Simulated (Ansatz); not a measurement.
Consider KI in the rock salt structure (space group Fm-3m, No. 225; a = 7.182 Å). Axes: x, y, z lie along the cube axes.

All numbers come from DFT with PBE, PAW potentials and a 420 eV plane-wave cutoff in Ansatz (an electronic-structure program), spin-orbit coupling left out.

Perturbation: every lattice vector is shortened by 2.50 %; the atoms relax in the strained cell.

Task: Predict the stress tensor and what it implies for the stiffness.

Result: Stress of the strained cell less that of the base (GPa, compression positive):
```
   0.96    0.00    0.00
   0.00    0.96    0.00
   0.00    0.00    0.96
```

Then B = −ΔP/(ΔV/V₀) with ΔV/V₀ = -0.0731 gives secant stiffness values (nonlinear terms included at this strain): B ≈ 13 GPa.

As a check, the harmonic strain energy −½ V₀ Δσ:ε is 10 meV/atom; the computed energy rise is 9.5 meV/atom.

Stability against distortions was not tested.
